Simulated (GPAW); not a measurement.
# Au (Fm-3m) in GPAW: a series of runs, part 2 of 2

GPAW 26.7.0. The steps go on from the part before.

### Step 3. Density of states, vdW-DF-cx (cell strained at random at fixed volume)

run.py reads:

```python
import numpy as np
from ase.dft.bandgap import bandgap
from ase.io import read, write
from gpaw import GPAW, PW

atoms = read('POSCAR')

calc = GPAW(mode=PW(600),
            xc={'name': 'vdW-DF-cx', 'backend': 'libvdwxc'},
            kpts={'size': (8, 8, 8), 'gamma': True},
            occupations={'name': 'fermi-dirac', 'width': 0.05},
            nbands=14,
            convergence={'density': 1e-05, 'energy': 1e-05},
            maxiter=150,
            txt='gpaw.txt')
atoms.calc = calc
energy = atoms.get_potential_energy()
forces = atoms.get_forces()
calc.write('gs.gpw')
write('result.traj', atoms)
print(f'Energy: {energy:.6f} eV')
print('Forces (eV/A):')
print(forces.round(4))
print('Fermi level:', round(calc.get_fermi_level(), 4), 'eV')
print(f'Gap: {bandgap(calc)[0]:.4f} eV, direct: {bandgap(calc, direct=True)[0]:.4f} eV')

dense = calc.fixed_density(kpts={'size': (12, 12, 12), 'gamma': True}, update_fermi_level=True,
                           nbands=21, convergence={'bands': 'CBM+6.0', 'eigenstates': 1e-6}, txt='dos.txt')
ef = dense.get_fermi_level()
dos = dense.dos(shift_fermi_level=False)
energies = np.linspace(ef - 14, ef + 6, 401)
spins = [None]
columns = [energies] + [dos.raw_dos(energies, spin=s, width=0.1) for s in spins]
for symbol, l in [('Au', 0), ('Au', 1), ('Au', 2)]:
    for s in spins:
        columns.append(sum(dos.raw_pdos(energies, a=a.index, l=l, spin=s, width=0.1)
                           for a in atoms if a.symbol == symbol))
np.savetxt('dos.dat', np.array(columns).T, fmt='%.4f')
print('Fermi level on the dense mesh:', round(ef, 4), 'eV')
```

POSCAR reads:

```
Au
1.0
   -0.0087120000      2.0162230000      2.1023120000
    2.0184130000      0.0153690000      2.0782320000
    2.0212670000      1.9949970000      0.0125150000
Au
1
Direct
    0.0000000000      0.0000000000      0.0000000000
```

Potentials or basis: GPAW PAW data sets (gpaw-data 1.2.1), pw.

On the command line:

```
> OMP_NUM_THREADS=1 python run.py
```

Run time: 1.9 min. Hardware: 1 thread of Arm Neoverse V2, shared host; peak memory 0.46 GiB.

It converged, with:

* Free energy: 104.7426 eV
* Band gap on the k mesh: none (metal or under the smearing width)
* Density of states at the Fermi level: 0.51 states/eV per cell

Levels at points of the mesh, in eV from the Fermi level:
```
           k point  band 2  band 3  band 4  band 5  band 6  band 7  band 8  band 9
(0.00, 0.00, 0.00)   -5.03   -4.73   -4.60   -3.44   -3.08   15.91   19.17   19.77
(0.00, 0.00, 0.50)   -5.00   -4.67   -2.12   -1.92   -0.95    3.27   14.89   17.51
(0.00, 0.50, 0.00)   -5.05   -4.63   -2.08   -1.94   -0.93    3.30   14.82   17.43
(0.00, 0.50, 0.50)   -6.85   -2.10   -1.85   -1.55    1.12    6.06    9.94   10.61
(0.50, 0.00, 0.00)   -4.97   -4.67   -2.15   -1.97   -1.10    3.00   15.11   17.82
(0.50, 0.00, 0.50)   -6.85   -2.10   -1.79   -1.59    1.36    6.37    9.92   10.13
(0.50, 0.50, 0.00)   -6.88   -2.08   -1.76   -1.67    0.63    5.38   10.75   10.86
(0.50, 0.50, 0.50)   -5.00   -4.65   -2.14   -1.95   -1.04    3.11   15.02   17.64
```

States per cell in windows of 1 eV (zero at the Fermi level; states under -8 eV left out):
```tsv
from (eV)	total
-8.0	0.38
-7.0	1.67
-6.0	1.72
-5.0	2.27
-4.0	1.80
-3.0	1.89
-2.0	0.83
-1.0	0.25
0.0	0.23
1.0	0.29
2.0	0.25
3.0	0.32
4.0	0.27
```

Caveat: the PAW data sets were made with another functional, which shifts forces and pressure a little. The run has no spin-orbit coupling, so splittings on Au are missing.

### Step 4. Band structure, RPBE+U, collinear spin, ferromagnetic start, spin-orbit coupling

run.py reads:

```python
import numpy as np
from ase.dft.bandgap import bandgap
from ase.io import read, write
from ase.units import Bohr, GPa
from gpaw import GPAW, PW
from gpaw.elf import elf_from_dft_calculation
from gpaw.spinorbit import soc_eigenstates

atoms = read('Au.cif')
atoms.set_initial_magnetic_moments([0.5])

calc = GPAW(mode=PW(600),
            xc='RPBE',
            kpts={'size': (11, 11, 11), 'gamma': True},
            occupations={'name': 'fermi-dirac', 'width': 0.05},
            setups={'Au': ':d,5.0'},
            nbands=14,
            convergence={'density': 1e-05, 'energy': 1e-05},
            maxiter=150,
            txt='gpaw.txt')
atoms.calc = calc
energy = atoms.get_potential_energy()
forces = atoms.get_forces()
stress = atoms.get_stress()
calc.write('gs.gpw')
write('result.traj', atoms)
print(f'Energy: {energy:.6f} eV')
print('Forces (eV/A):')
print(forces.round(4))
print('Stress (GPa):', (stress / GPa).round(3))
print('Moments:', calc.get_magnetic_moments().round(3))
print('Fermi level:', round(calc.get_fermi_level(), 4), 'eV')
print(f'Gap: {bandgap(calc)[0]:.4f} eV, direct: {bandgap(calc, direct=True)[0]:.4f} eV')

# fields on the real-space grid
write('density.cube', atoms, data=calc.get_pseudo_density() * Bohr**3)
write('potential.cube', atoms, data=calc.get_electrostatic_potential())
write('spin.cube', atoms, data=(calc.get_pseudo_density(spin=0) - calc.get_pseudo_density(spin=1)) * Bohr**3)
write('elf.cube', atoms, data=elf_from_dft_calculation(calc).data)

path = atoms.cell.bandpath('GXWKGLUWLK,UX', npoints=60, eps=1e-4)
bs_calc = calc.fixed_density(kpts=path, symmetry='off', nbands=21,
                             convergence={'bands': 'CBM+6.0', 'eigenstates': 1e-6}, txt='bands.txt')
bs = bs_calc.band_structure()
bs.write('bs.json')
print(f'Gap on the path: {bandgap(bs_calc)[0]:.4f} eV')

soc = soc_eigenstates(bs_calc, theta=0, phi=0)
np.savetxt('soc_bands.dat', soc.eigenvalues(), fmt='%.4f')
mesh = soc_eigenstates('gs.gpw', theta=0, phi=0)
np.savetxt('soc_mesh.dat', mesh.eigenvalues(), fmt='%.4f')
print('Fermi level with spin-orbit coupling:', round(mesh.fermi_level, 4), 'eV')
```

Au.cif reads:

```cif
data_Au
_cell_length_a 2.87792460
_cell_length_b 2.87792460
_cell_length_c 2.87792460
_cell_angle_alpha 60.00000000
_cell_angle_beta 60.00000000
_cell_angle_gamma 60.00000000
_space_group_name_H-M_alt 'P1'
_space_group_name_Hall 'P 1'
_space_group_IT_number 1
loop_
_space_group_symop_operation_xyz
'x,y,z'
loop_
_atom_site_label
_atom_site_type_symbol
_atom_site_symmetry_multiplicity
_atom_site_Wyckoff_symbol
_atom_site_fract_x
_atom_site_fract_y
_atom_site_fract_z
_atom_site_occupancy
Au1 Au 1 a 0.0000000000 0.0000000000 0.0000000000 1
```

Potentials or basis: the program's PAW data sets (release 1.2.1) made for this functional, pw.

On the command line:

```
> OMP_NUM_THREADS=1 python run.py
```

Run time: 31 s. Hardware: 1 thread of Arm Neoverse V2, shared host; peak memory 0.24 GiB.

The run converged. Its results:

```yaml
Free_energy: -2.1324 eV
Pressure: 16.1 GPa
Band_gap_along_the_path: none (metal or under the smearing width)
Net_moment: 0.00 μB per cell
```

Levels at the corners of the path, in eV from the Fermi level:
```
point  band 6  band 7  band 8  band 9  band 10  band 11  band 12  band 13  band 14
    Γ   -6.93   -5.66   -5.66   -4.56    -4.56    -4.56    -4.56    16.07    16.07
    X   -3.91   -3.60   -3.60   -2.56    -2.56     1.25     1.25     6.15     6.15
    W   -6.31   -4.63   -4.63   -3.13    -3.13     5.42     5.42     5.54     5.54
    K   -5.21   -4.50   -4.50   -3.41    -3.41     4.13     4.13     4.95     4.95
    Γ   -6.93   -5.66   -5.66   -4.56    -4.56    -4.56    -4.56    16.07    16.07
    L   -5.84   -3.86   -3.86   -3.17    -3.17    -0.68    -0.68     3.13     3.13
    U   -5.21   -4.50   -4.50   -3.41    -3.41     4.13     4.13     4.95     4.95
    W   -6.31   -4.63   -4.63   -3.13    -3.13     5.42     5.42     5.54     5.54
    L   -5.84   -3.86   -3.86   -3.17    -3.17    -0.68    -0.68     3.13     3.13
    K   -5.21   -4.50   -4.50   -3.41    -3.41     4.13     4.13     4.95     4.95
    U   -5.21   -4.50   -4.50   -3.41    -3.41     4.13     4.13     4.95     4.95
    X   -3.91   -3.60   -3.60   -2.56    -2.56     1.25     1.25     6.15     6.15
```

Caveat: with this Au data set, volumes or pressures lay over 1.5 % or 2 GPa off other programs in two to four cells of ten; spin-orbit coupling was added after a scalar SCF, so levels and gaps hold it while energy, forces, pressure and moments don't; this program's spin-orbit splittings come out too wide for heavy elements; the U is typed as a test and isn't derived for this compound.
